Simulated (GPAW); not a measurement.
The system is CoO.

```xyz
2
Lattice="1.5055 0.8692 2.4399 -1.5055 0.8692 2.4399 0.0000 -1.7384 2.4399" Properties=species:S:1:pos:R:3 pbc="T T T"
Co    0.0000    0.0000    0.0000
O     0.0000    0.0000    3.6599
```

The cell is a database's computed one.

Base run:

| Quantity | Value |
| --- | --- |
| Program | GPAW 26.7.0 |
| Functional | PBEsol |
| Potentials or basis | PAW data sets generated in the run's folder for this functional |
| Cutoff | 800 eV |
| Basis | pw |
| k mesh | 8 × 8 × 8 |
| Occupations | fermi-dirac, width 0.05 eV |
| Spin | collinear spin, ferromagnetic start |
| Starting moments | [2.0, 0.0] μB |
| Hubbard terms | Co d U = 8 eV |

Its results: pressure -1.3 GPa; net moment 3.00 μB per cell; site moments Co +2.79; O +0.14 μB.

Task: The run is repeated on the same cell with these changes: hubbard terms from Co d U = 8 eV to Co d U = 2 eV. What comes out?

Result: Pressure -6.6 GPa; net moment 3.00 μB per cell; site moments Co +2.64; O +0.22 μB.

Caveats: a cell with one magnetic atom can't hold antiferromagnetic order, which such compounds often take.

Not every run made on this cell is shown here.
